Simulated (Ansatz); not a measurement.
Input for Ansatz (plane-wave DFT, PAW):

```yaml
crystal:
  lattice:
    - [-1.7632106789, 1.7632106789, 2.6999383739]
    - [1.7632106789, -1.7632106789, 2.6999383739]
    - [1.7632106789, 1.7632106789, -2.6999383739]
  atoms:
    - { symbol: Na, position: [0.0, 0.0, 0.0] }
basis:
  ecutwfc: 420
kpoints:
  mp_grid: { grid: [16, 16, 16] }
hamiltonian:
  xc: pbesol
scf:
  occupations: { method: gaussian, width: 0.1 }
output:
  forces: true
  stress: true
  eigenvalues: true
  populations: true
```

It can be run as
```bash
ansatz run input.yaml --threads 1 --pin off --backend cpu --events-out ev --progress --plain --runs-dir out  # memory cap (--max-ram) not shown
```

Method: Ansatz, DFT PBEsol, scalar-relativistic, plane waves, PAW.

Abridged output (iterations and final results):

```
SCF iter   1: F=—  HF=-1475.864425 eV  |F-HF|=—  |Δ(HF+E_count)|=         —  Δρ=1.82e-3  dr2=4.73e-4  ethr=1.77e-3  ⟨swp⟩=5.0  Hψ=20170  notcnv=0
SCF iter   2: F=—  HF=-1475.863873 eV  |F-HF|=—  |Δ(HF+E_count)|=   5.52e-4  Δρ=5.75e-4  dr2=6.33e-5  ethr=5.25e-6  ⟨swp⟩=2.4  Hψ=7486  notcnv=0
SCF iter   3: F=—  HF=-1475.863851 eV  |F-HF|=—  |Δ(HF+E_count)|=   2.12e-5  Δρ=9.53e-5  dr2=2.41e-6  ethr=7.03e-7  ⟨swp⟩=2.1  Hψ=4455  notcnv=0  defer=1
SCF iter   4: F=—  HF=-1475.863853 eV  |F-HF|=—  |Δ(HF+E_count)|=   1.13e-6  Δρ=5.07e-5  dr2=2.86e-7  ethr=2.68e-8  ⟨swp⟩=2.0  Hψ=4517  notcnv=0  defer=1
SCF iter   5: F=-1475.863852 eV  HF=-1475.863852 eV  |F-HF|=4.31e-8  |Δ(HF+E_count)|=   2.58e-7  Δρ=1.52e-5  dr2=2.57e-8  ethr=3.18e-9  ⟨swp⟩=2.0  Hψ=4244  notcnv=0  defer=1
SCF iter   6: F=-1475.863852 eV  HF=-1475.863852 eV  |F-HF|=3.63e-10  |Δ(HF+E_count)|=   2.48e-8  Δρ=1.37e-6  dr2=2.15e-10  ethr=2.85e-10  ⟨swp⟩=3.1  Hψ=11097  notcnv=0
SCF 1 converged in 6 iterations: F = -1475.863852 eV  dr2 = 2.15e-10
SCF converged after 6 iterations
Free energy (F): -1475.863852 eV
Harris-Foulkes:  -1475.863852 eV  (|F-HF|=3.63e-10)
Internal energy: -1475.861419 eV  (E = F + TS)
E sigma→0 (E₀):  -1475.862636 eV
Entropy (-TS):   -0.002433 eV (-2.433 meV/atom)
Fermi energy:    2.182124 eV
--- Per-component energies (eV) ---
  E_band       = -235.675255
  E_kinetic    = 120.391744
  E_local      = -1413.808824  (includes V_loc(G=0)·N_el)
  E_nonlocal   = 115.931918
  E_hartree    = 514.851428
  E_xc         = -37.794253
  E_vxc        = -48.857847  (∫ρ·V_xc dr)
  E_paw        = -253.443543  (= ΣΔE_a)
  E_vpaw       = -39.035507  (= ΣTr[D̂ρ^β])
  E_aug_tail   = -0.000021  (compensation charges beyond the density's cutoff)
  E_ewald      = -522.044561
  E_core_change = 0.054694  (= ΣΔE_core)
  E_smearing   = -0.002433  (= −TS)
--- Forces (eV/Å), atoms counted from 1 ---
  atom   1  Na     0.00000000     0.00000000     0.00000000
--- Stress (GPa, compression-positive) ---
        0.849632       0.000000       0.000000
        0.000000       0.849632       0.000000
        0.000000       0.000000       0.470021
  P = ⅓ Tr σ = 0.7231 GPa (7.231 kbar)
--- Band table (eV; the first three rows and the last of 349) ---
  k-point 0: bands = ["-50.4963", "-22.5590", "-22.5588", "-22.5588", "-1.3292", "13.6868", "13.9997", "13.9997", "15.0869"]
  k-point 1: bands = ["-50.4961", "-22.5608", "-22.5598", "-22.5596", "-1.2314", "13.0357", "13.1380", "13.3607", "15.2628"]
  k-point 2: bands = ["-50.4956", "-22.5664", "-22.5626", "-22.5612", "-0.9391", "11.8576", "12.2435", "12.4007", "14.1606"]
  k-point 348: bands = ["-50.4930", "-22.6040", "-22.5727", "-22.5727", "3.4821", "4.0873", "9.2091", "10.4351", "10.4351"]
--- Löwdin populations: 1 site ---
  site symbol q [e]
     0     Na      8.9627
  spilling = 0.004140 (of n_electrons = 9.000000)
```

The calculation finished and met its thresholds.